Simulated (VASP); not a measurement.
Input of a VASP 6.6.1 run:

INCAR

```
  ALGO = Normal
  EDIFF = 1E-7
  EDIFFG = -0.002
  ENCUT = 350
  GGA = PS
  IBRION = 2
  ISIF = 3
  ISMEAR = 0
  IVDW = 12
  LASPH = T
  LCHARG = F
  LREAL = F
  LWAVE = F
  NELM = 100
  NSW = 80
  PREC = Accurate
  PSTRESS = 60.0
  SIGMA = 0.02
```

Contents of KPOINTS:

```
k-points
0
Gamma
  12 12 12
```

POSCAR

```
P
1.0
    1.7257251800      0.9963479000      3.1296800100
   -1.7257251800      0.9963479000      3.1296800100
    0.0000000000     -1.9926957900      3.1296800100
P
2
Direct
    0.2270802500      0.2270802500      0.2270802500
    0.7729197500      0.7729197500      0.7729197500
```

Potentials or basis: VASP PAW PBE potentials, release 64 (P).

Launch:

```bash
$ cat potpaw_PBE.64/P/POTCAR > POTCAR
$ mpirun -np 1 vasp_std > vasp.out
```

Problem. Estimate the band gap on the k mesh.

Solution. None (metal or under the smearing width).

Problem. What does it give for the space group after relaxing (to 0.05 Å)?

Solution. R-3m (No. 166).

Problem. Estimate the dispersion energy per atom.

Solution. -0.429 eV.

Problem. What does it give for the relaxed volume?

Solution. 13.22 Å³/atom.

Final structure:
```
CELL_PARAMETERS angstrom
1.67335 0.96611 2.72501
-1.67335 0.96611 2.72501
0.00000 -1.93222 2.72501
ATOMIC_POSITIONS crystal
P 0.24371 0.24371 0.24371
P 0.75629 0.75629 0.75629
```

Caveat: the cell is relaxed towards a set pressure, so the enthalpy falls and the energy may rise; the volume moved by over 15 % at a fixed basis, so the end points are rough; the PAW data sets were made with another functional, which shifts forces and pressure a little; pairwise dispersion overbinds metals, which lowers pressure and volume.
